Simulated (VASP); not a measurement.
# The defect H_Cl in a supercell of LiCl (Fm-3m)

Aim: the formation energy and local structure of the defect H_Cl in LiCl (Fm-3m). The start is a computed cell from the Materials Project.

Method: PBEsol; plane waves and PAW (Li, Cl), in the first sound run; inputs show where later runs differ, in VASP 6.6.1.

### Step 1. The host crystal

Symmetry: Fm-3m, No. 225, cubic system. The conventional cell has a = 5.084 Å, b = 5.084 Å, c = 5.084 Å, α = 90.00°, β = 90.00°, γ = 90.00°. Li has 6 Cl at 2.54 Å nearest. Cl has 6 Li at 2.54 Å nearest. Farther neighbours and most contacts between anions are not listed.

As a file:

```cif
data_structure
_symmetry_space_group_name_H-M 'Fm-3m'
_symmetry_Int_Tables_number 225
_cell_length_a 5.0842
_cell_length_b 5.0842
_cell_length_c 5.0842
_cell_angle_alpha 90.000
_cell_angle_beta 90.000
_cell_angle_gamma 90.000
_cell_volume 131.43
loop_
_atom_site_label
_atom_site_type_symbol
_atom_site_symmetry_multiplicity
_atom_site_Wyckoff_symbol
_atom_site_fract_x
_atom_site_fract_y
_atom_site_fract_z
_atom_site_occupancy
Li1 Li 4 a 0.00000 0.00000 0.00000 1
Cl1 Cl 4 b 0.50000 0.00000 0.00000 1
```

### Step 2. Relaxing the host crystal

First cell and atoms are relaxed at a raised cutoff, so that later runs start from this functional's own cell.

The input, INCAR:

```
SYSTEM = LiCl
PREC = Accurate
ENCUT = 350
EDIFF = 1E-06
NELM = 120
ISMEAR = 0
SIGMA = 0.05
LREAL = .FALSE.
ALGO = Normal
GGA = PS
NBANDS = 10
LORBIT = 11
LWAVE = .FALSE.
LCHARG = .FALSE.
KPAR = 4
IBRION = 2
NSW = 40
ISIF = 3
EDIFFG = -0.02
POTIM = 0.4
```

The input, POSCAR:

```
LiCl
1.0
    0.0000000000      2.5421223000      2.5421223000
    2.5421223000      0.0000000000      2.5421223000
    2.5421223000      2.5421223000      0.0000000000
Li Cl
1 1
Direct
    0.0000000000      0.0000000000      0.0000000000
    0.5000000000      0.5000000000      0.5000000000
```

The input, KPOINTS:

```
Automatic mesh
0
Gamma
6 6 6
0 0 0
```

PAW data sets: Li and Cl (PBE family, release 64).

Command:

```
$ mpirun -np 4 vasp_std
```

What it wrote:

```text
[banner, memory and clock lines left out]
running    4 mpi-ranks, on    1 nodes
 distrk:  each k-point on    1 cores,    4 groups
 distr:  one band on    1 cores,    1 groups

 POSCAR found type information on POSCAR LiCl
 POSCAR found :  2 types and       2 ions
|                                                                             |
|               ----> ADVICE to this user running VASP <----                  |
|                                                                             |
|     You enforced a specific xc type in the INCAR file but a different       |
|     [... a line on the potential file left out ...]
|     I HOPE YOU KNOW WHAT YOU ARE DOING!                                     |
|                                                                             |

 LDA part: xc-table for (Slater+PW92), standard interpolation
 POSCAR, INCAR and KPOINTS ok, starting setup
 FFT: planning ... GRIDC
 FFT: planning ... GRID_SOFT
 FFT: planning ... GRID
 WAVECAR not read
 entering main loop
       N       E                     dE             d eps       ncg     rms          rms(c)
DAV:   1     0.170043021133E+02    0.17004E+02   -0.30171E+03   360   0.461E+02
DAV:   2    -0.677004083924E+01   -0.23774E+02   -0.22747E+02   390   0.969E+01
DAV:   3    -0.766643458234E+01   -0.89639E+00   -0.89590E+00   394   0.198E+01
DAV:   4    -0.767107319313E+01   -0.46386E-02   -0.46383E-02   378   0.158E+00
DAV:   5    -0.767111518318E+01   -0.41990E-04   -0.41990E-04   398   0.145E-01    0.199E+00
DAV:   6    -0.762547075105E+01    0.45644E-01   -0.12487E-01   354   0.163E+00    0.142E+00
DAV:   7    -0.762627441378E+01   -0.80366E-03   -0.32396E-02   366   0.924E-01    0.748E-01
DAV:   8    -0.762852510954E+01   -0.22507E-02   -0.28739E-03   366   0.392E-01    0.131E-01
DAV:   9    -0.762851773191E+01    0.73776E-05   -0.28259E-05   398   0.366E-02    0.859E-02
DAV:  10    -0.762854259287E+01   -0.24861E-04   -0.69564E-05   354   0.468E-02    0.653E-02
DAV:  11    -0.762853551042E+01    0.70824E-05   -0.18748E-05   362   0.208E-02    0.977E-03
DAV:  12    -0.762853522950E+01    0.28092E-06   -0.84329E-07   214   0.582E-03
   1 F= -.76285352E+01 E0= -.76285352E+01  d E =-.762854E+01
 curvature:   0.00 expect dE= 0.000E+00 dE for cont linesearch  0.000E+00
 trial: gam= 0.00000 g(F)=  0.600E-62 g(S)=  0.181E-03 ort = 0.000E+00 (trialstep = 0.100E+01)
 search vector abs. value=  0.181E-03
 bond charge predicted
       N       E                     dE             d eps       ncg     rms          rms(c)
DAV:   1    -0.762919795812E+01   -0.66245E-03   -0.10200E-02   326   0.598E-01    0.139E-01
DAV:   2    -0.762872245071E+01    0.47551E-03   -0.12133E-03   328   0.171E-01    0.360E-02
DAV:   3    -0.762867649885E+01    0.45952E-04   -0.24606E-04   356   0.814E-02    0.281E-02
DAV:   4    -0.762867790336E+01   -0.14045E-05   -0.26216E-06   338   0.111E-02    0.511E-03
DAV:   5    -0.762867815506E+01   -0.25169E-06   -0.70947E-07   190   0.420E-03
   2 F= -.76286782E+01 E0= -.76286782E+01  d E =-.142926E-03
 trial-energy change:   -0.000143  1 .order   -0.000143   -0.000181   -0.000104
 step:   2.3602(harm=  2.3602)  dis= 0.00000  next Energy=    -7.628749 (dE=-0.213E-03)
 reached required accuracy - stopping structural energy minimisation
```

The job ended after 3.2 s (4 MPI ranks of AMD EPYC 7R43, shared host; peak memory 0.38 GiB; 9.9 s of CPU time).

The logs omit lines about the potential files and the build; timing stands in the text.

From OUTCAR (step 2):

```text
ion  position               nearest neighbor table
   1  0.000  0.000  0.000-   2 2.54   2 2.54   2 2.54   2 2.54   2 2.54   2 2.54
   2  0.500  0.500  0.500-   1 2.54   1 2.54   1 2.54   1 2.54   1 2.54   1 2.54

  LATTYP: Found a face centered cubic cell.
 ALAT       =     5.0842446000

 Subroutine GETGRP returns: Found 48 space group operations
 (whereof 48 operations were pure point group operations)

The static configuration has the point symmetry O_h .

 Found     16 irreducible k-points:

   k-points           NKPTS =     16   k-points in BZ     NKDIM =     16   number of bands    NBANDS=     10

   dimension x,y,z NGX =    24 NGY =   24 NGZ =   24
   dimension x,y,z NGXF=    48 NGYF=   48 NGZF=   48

   ENCUT  =  350.0 eV  25.72 Ry    5.07 a.u.   5.48  5.48  5.48*2*pi/ulx,y,z

   NELECT =       8.0000    total number of electrons

 k-points in reciprocal lattice and weights: Automatic mesh
   0.00000000  0.00000000  0.00000000       0.005
   0.16666667  0.00000000  0.00000000       0.037
   0.33333333  0.00000000  0.00000000       0.037
   0.50000000  0.00000000  0.00000000       0.019
   0.16666667  0.16666667  0.00000000       0.028
   0.33333333  0.16666667  0.00000000       0.111
   0.50000000  0.16666667  0.00000000       0.111
  -0.33333333  0.16666667  0.00000000       0.111
  -0.16666667  0.16666667  0.00000000       0.056
[...]
-0.33333333  0.33333333  0.16666667       0.111
  -0.33333333  0.50000000  0.16666667       0.056

 average (electrostatic) potential at core
       1 -26.7668       2 -92.7257

 E-fermi :   0.8372

 k-point     1 :       0.0000    0.0000    0.0000
  band No.  band energies     occupation
      1     -12.8926      2.00000
      2       0.6174      2.00000
      3       0.6174      2.00000
      4       0.6175      2.00000
      5       6.9215      0.00000
      6      12.4511      0.00000
      7      12.4511      0.00000
      8      12.4511      0.00000
      9      15.2487      0.00000
    ...

 k-point     2 :       0.1667    0.0000    0.0000
  band No.  band energies     occupation
      1     -12.7491      2.00000
      2      -0.3031      2.00000
      3       0.5421      2.00000
      4       0.5421      2.00000
      5       7.6127      0.00000
      6      11.4328      0.00000
      7      12.0683      0.00000
      8      12.0683      0.00000
      9      13.7844      0.00000
    ...

 k-point     3 :       0.3333    0.0000    0.0000
  band No.  band energies     occupation
      1     -12.4351      2.00000
      2      -1.7531      2.00000
      3       0.4039      2.00000
      4       0.4039      2.00000
      5       7.5493      0.00000
      6      10.5874      0.00000
      7      10.5874      0.00000
      8      12.3929      0.00000
      9      15.7265      0.00000
    ...

  Total       -0.0322165     -0.0322165     -0.0322165      0.0000000      0.0000000     -0.0000000
  in kB       -1.5760708     -1.5760708     -1.5760708      0.0000000      0.0000000     -0.0000000
  external PRESSURE =      -1.5760708 kB  Pullay stress =       0.0000000 kB

  energy-cutoff  :      350.00
  volume of cell :       32.75
      direct lattice vectors                 reciprocal lattice vectors
    -0.000000000  2.539380028  2.539380028    -0.196898453  0.196898453  0.196898453
     2.539380028 -0.000000000  2.539380028     0.196898453 -0.196898453  0.196898453
     2.539380028  2.539380028  0.000000000     0.196898453  0.196898453 -0.196898453

 POSITION                                       TOTAL-FORCE (eV/Angst)
 -----------------------------------------------------------------------------------
      2.53938      2.53938      5.07876         0.000000     -0.000000     -0.000000
      2.53938      2.53938      2.53938        -0.000000      0.000000      0.000000
 -----------------------------------------------------------------------------------
    total drift:                               -0.000000     -0.000000      0.000000

  FREE ENERGIE OF THE ION-ELECTRON SYSTEM (eV)
  ---------------------------------------------------
  free  energy   TOTEN  =        -7.6286781551 eV

  energy  without entropy=       -7.6286781551  energy(sigma->0) =       -7.62867816

 reached required accuracy - stopping structural energy minimisation

 total charge
# of ion       s       p       d       tot
------------------------------------------
    1        0.064   0.121   0.000   0.185
    2        1.579   3.561   0.000   5.141
--------------------------------------------------
tot          1.643   3.683   0.000   5.326

[... 3 further parts left out ...]
```

The gap is read on the k-mesh alone, so it is an upper bound where the band edges lie off the mesh. The PAW data sets were made with PBE, which is usual practice but a small mismatch for other functionals. The run keeps the 48 symmetry operations of its start, so it cannot find a distortion of lower symmetry.

Relaxation path:

```tsv
step	energy less that of the first step (eV)	largest force (eV/Å)	pressure (GPa)	volume (Å³)
1	0.0000	0.0000	-0.27	32.86
2	-0.0001	0.0000	-0.16	32.75
```

```tsv
conventional cell, symmetrised	before	after	change
a (Å)	5.084	5.079	-0.1 %
b (Å)	5.084	5.079	-0.1 %
c (Å)	5.084	5.079	-0.1 %
volume (Å³/atom)	16.43	16.38	-0.3 %
```

The relaxed structure:

```xyz
2
Lattice="0.0000 2.5394 2.5394 2.5394 0.0000 2.5394 2.5394 2.5394 0.0000" Properties=species:S:1:pos:R:3 pbc="T T T"
Li    0.0000    0.0000    0.0000
Cl    2.5394    2.5394    2.5394
```

A gap read on the k-mesh alone can miss the band edges.

This step gave:

```yaml
electronic_cycles: 17
electrons: 8
free_energy_toten: -7.629 eV
fermi_energy: 0.8372 eV
labelled_metallic_from_the_levels_on_this_mesh: no
gap_on_the_k_mesh: 6.304 eV
least_direct_gap_on_the_k_mesh: 6.304 eV
```

The run ended after 2 ionic steps, 0.000 eV below its first step, once forces and stress met EDIFFG = -0.02.

(Part 1 of 9 ends here.)

[Lines on the potential files, build, host, timing and source positions are cut from VASP's logs without a mark.]

[Logs are printed without paths, hosts, clocks, repeated set-up lines and the standing remarks that a program may print on its own settings, such as how far it seeks lower states.]

[Hosts, paths, dates, database ids (printed as entryN), source tags and the programs' standing remarks are cut or masked in the printed files.]

[In band tables of VASP the shares of atoms and orbitals are scaled to a sum of 1 inside the atoms' spheres.]

[Runs that stopped without an error message from VASP are left out.]
